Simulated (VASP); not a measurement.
# Si: relaxation of the atoms

Si, defect, 53 atoms in the cell. PBE; PAW potentials Si (PBE set).

## Input

INCAR:
```
SYSTEM = Si
GGA = PE ; PREC = Normal
ENCUT = 300 ; EDIFF = 1E-6
ISMEAR = 0 ; SIGMA = 0.02
LREAL = Auto ; LASPH = .TRUE.
ALGO = Normal ; NELM = 100
IBRION = 2 ; NSW = 80
EDIFFG = -0.02 ; ISIF = 2
NCORE = 2 ; LWAVE = .FALSE.
LCHARG = .FALSE. ; ISPIN = 2
MAGMOM = 0 0 0 0 0 0 0 0 0 0 0 0 0 0 0 0 0 0 0 0 0 0 0 0 0 0 0.25 0 0.25 0 0 0 0.25 0 0 0 0 0 0 0 0 0 0 0 0.25 0 0 0 0 0 0 0 0 ; LORBIT = 11
NUPDOWN = 1 ; NELECT = 213.0
```

KPOINTS:
```
k-points
0
Gamma
  1 1 1
```

POSCAR:
```
Si
1.0
    0.0000000000      8.1655535595      8.1655535595
    8.1655535595      0.0000000000      8.1655535595
    8.1655535595      8.1655535595      0.0000000000
Si
53
Direct
    0.1666670000      0.1666670000      0.5000000000
    0.1666670000      0.1666670000      0.8333330000
    0.1666670000      0.5000000000      0.1666670000
    0.1666670000      0.5000000000      0.5000000000
    0.1666670000      0.5000000000      0.8333330000
    0.1666670000      0.8333330000      0.1666670000
    0.1666670000      0.8333330000      0.5000000000
    0.1666670000      0.8333330000      0.8333330000
    0.5000000000      0.1666670000      0.1666670000
    0.5000000000      0.1666670000      0.5000000000
    0.5000000000      0.1666670000      0.8333330000
    0.5000000000      0.5000000000      0.1666670000
    0.5000000000      0.5000000000      0.5000000000
    0.5000000000      0.5000000000      0.8333330000
    0.5000000000      0.8333330000      0.1666670000
    0.5000000000      0.8333330000      0.5000000000
    0.5000000000      0.8333330000      0.8333330000
    0.8333330000      0.1666670000      0.1666670000
    0.8333330000      0.1666670000      0.5000000000
    0.8333330000      0.1666670000      0.8333330000
    0.8333330000      0.5000000000      0.1666670000
    0.8333330000      0.5000000000      0.5000000000
    0.8333330000      0.5000000000      0.8333330000
    0.8333330000      0.8333330000      0.1666670000
    0.8333330000      0.8333330000      0.5000000000
    0.8333330000      0.8333330000      0.8333330000
    0.2527130000      0.2469030000      0.2505630000
    0.2500000000      0.2500000000      0.5833330000
    0.2501890000      0.2467390000      0.9206260000
    0.2500000000      0.5833330000      0.2500000000
    0.2500000000      0.5833330000      0.5833330000
    0.2500000000      0.5833330000      0.9166670000
    0.2481410000      0.9175590000      0.2460900000
    0.2500000000      0.9166670000      0.5833330000
    0.2500000000      0.9166670000      0.9166670000
    0.5833330000      0.2500000000      0.2500000000
    0.5833330000      0.2500000000      0.5833330000
    0.5833330000      0.2500000000      0.9166670000
    0.5833330000      0.5833330000      0.2500000000
    0.5833330000      0.5833330000      0.5833330000
    0.5833330000      0.5833330000      0.9166670000
    0.5833330000      0.9166670000      0.2500000000
    0.5833330000      0.9166670000      0.5833330000
    0.5833330000      0.9166670000      0.9166670000
    0.9212060000      0.2452820000      0.2530850000
    0.9166670000      0.2500000000      0.5833330000
    0.9166670000      0.2500000000      0.9166670000
    0.9166670000      0.5833330000      0.2500000000
    0.9166670000      0.5833330000      0.5833330000
    0.9166670000      0.5833330000      0.9166670000
    0.9166670000      0.9166670000      0.2500000000
    0.9166670000      0.9166670000      0.5833330000
    0.9166670000      0.9166670000      0.9166670000
```

Commands:
```
cat potpaw_PBE.64/Si/POTCAR > POTCAR
mpirun -np 4 vasp_gam > vasp.out
```

## Result

- Ionic steps: 14
- SCF steps in all: 113

Ionic steps:

| Step | Energy (eV) | Largest force (eV/A) | SCF steps |
|---|---|---|---|
| 1 | -262.54380 | 0.7683 | 24 |
| 2 | -262.64618 | 0.4317 | 8 |
| 3 | -262.65591 | 0.3841 | 7 |
| 4 | -262.69409 | 0.3100 | 7 |
| 5 | -262.73038 | 0.2324 | 9 |
| 6 | -262.76030 | 0.1896 | 7 |
| 7 | -262.79831 | 0.2495 | 10 |
| 8 | -262.82547 | 0.1685 | 8 |
| 9 | -262.83939 | 0.1175 | 8 |
| 10 | -262.84548 | 0.0482 | 7 |
| 11 | -262.84579 | 0.0513 | 5 |
| 12 | -262.84691 | 0.0223 | 5 |
| 13 | -262.84703 | 0.0274 | 4 |
| 14 | -262.84734 | 0.0125 | 4 |

VASP 6.6.1 took 294 s on 4 cores (Intel Xeon Platinum 8375C @ 2.90GHz (Ice Lake)), a shared host.
